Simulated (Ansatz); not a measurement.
WS2 (Tungstenite): band structure with LDA

The system is WS2 (Tungstenite).

```
W S
1.0
     3.18000    0.00000    0.00000
    -1.59000    2.75396    0.00000
     0.00000    0.00000   12.50000
W S
2 4
Cartesian
  1.5900 0.9180 9.3750
  0.0000 1.8360 3.1250
  1.5900 0.9180 4.6875
  0.0000 1.8360 10.9375
  1.5900 0.9180 1.5625
  0.0000 1.8360 7.8125
```

```
Program                             : Ansatz 0.2.0
Task                                : band structure
Functional                          : LDA
Potentials or basis                 : Ansatz PAW
Cutoff                              : 420 eV (not typed: the program's choice for these potentials)
k mesh                              : 7 × 7 × 3
Occupations                         : fermi-dirac, width 0.05 eV
Spin                                : spin-orbit coupling, no magnetisation
Path                                : [["G", "M", "K", "G", "A", "L", "H", "A"], ["L", "M"], ["K", "H"]]
Points for each segment of the path : 14
```

```yaml
Pressure: -5.7 GPa
Largest_force: 0.361 eV/Å
Band_gap_on_the_k_mesh: 1.02 eV, indirect (least direct gap 2.13 eV)
Band_gap_along_the_path: 0.92 eV, indirect (least direct gap 1.52 eV)
```

Forces in eV/Å, atoms in the order of the input:
```
W    0.000  0.000  0.000
W    0.000  0.000  0.000
S    0.000  0.000 -0.361
S    0.000  0.000 -0.361
S    0.000  0.000  0.361
S    0.000  0.000  0.361
```

Stress tensor (GPa, compression positive):
```
-6.31  0.00  0.00
 0.00 -6.31  0.00
 0.00  0.00 -4.41
```

Levels at the corners of the path, in eV from the valence-band top:
```csv
point,band 49,band 50,band 51,band 52,band 53,band 54,band 55,band 56
Γ,-1.13,-1.13,0.00,0.00,2.13,2.13,2.14,2.14
M,-1.57,-1.57,-1.48,-1.48,2.03,2.03,2.07,2.07
K,-0.92,-0.92,-0.45,-0.45,1.07,1.07,1.10,1.10
Γ,-1.13,-1.13,0.00,0.00,2.13,2.13,2.14,2.14
A,-0.31,-0.31,-0.31,-0.31,2.13,2.13,2.13,2.13
L,-1.53,-1.53,-1.53,-1.53,2.06,2.06,2.06,2.06
H,-0.91,-0.91,-0.48,-0.48,1.07,1.07,1.10,1.10
A,-0.31,-0.31,-0.31,-0.31,2.13,2.13,2.13,2.13
L,-1.53,-1.53,-1.53,-1.53,2.06,2.06,2.06,2.06
M,-1.57,-1.57,-1.48,-1.48,2.03,2.03,2.07,2.07
K,-0.92,-0.92,-0.45,-0.45,1.07,1.07,1.10,1.10
H,-0.91,-0.91,-0.48,-0.48,1.07,1.07,1.10,1.10
```

Run time: 3 min on 2 threads of Intel(R) Xeon(R) Processor @ 2.50GHz (Skylake/Cascade Lake), with other jobs on the host, peak memory 1.1 GiB.

Caveat: the k mesh misses the band edges, so the gap on the mesh is wider than the one along the path; the PAW data sets come from PBE, with cores solved anew for the run's functional, which leaves a small shift of forces and pressure. As with any semilocal functional, this LDA gap is likely too small.
